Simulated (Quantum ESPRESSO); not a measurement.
The system is Hf.

```
Hf
1.0
    -1.80500    1.80500    1.80500
     1.80500   -1.80500    1.80500
     1.80500    1.80500   -1.80500
Hf
1
Cartesian
  0.0000 0.0000 0.0000
```

This isn't the form of Hf at room conditions, which is hcp.

- Program: Quantum ESPRESSO 7.5
- Task: relaxation of cell and atoms
- Functional: PBE
- Dispersion: rVV10
- Potentials or basis: PseudoDojo 0.4.1 SR PBE standard
- Cutoff: 789 eV
- Density cutoff: 3157 eV
- k mesh: 10 × 10 × 10
- Occupations: fermi-dirac, width 0.05 eV
- Spin: no spin polarisation

At the start: pressure -7.0 GPa; volume 23.52 Å³/atom.

Q: How do energy, volume and symmetry change on relaxing?

A: Over 4 steps the energy falls by 39.0 meV/atom and the volume is 21.83 Å³/atom (-7.2 %); space group Im-3m (No. 229, to 0.05 Å).

The path:
```tsv
step	energy change (eV)	largest force (eV/Å)	pressure (GPa)	volume (Å³)
1	0.0000	0.0000	-7.04	23.52
2	-0.0325	0.0000	-3.08	22.50
3	-0.0390	0.0000	0.17	21.80
4	-0.0390	0.0000	0.00	21.83
```

Final structure:
```
Hf
1.0
     3.04961    0.00000    0.00000
    -1.01654    2.87520    0.00000
    -1.01654   -1.43760    2.48999
Hf
1
Direct
  0.00000 0.00000 0.00000
```

Caveat: rVV10's parameter b was fitted to another functional.
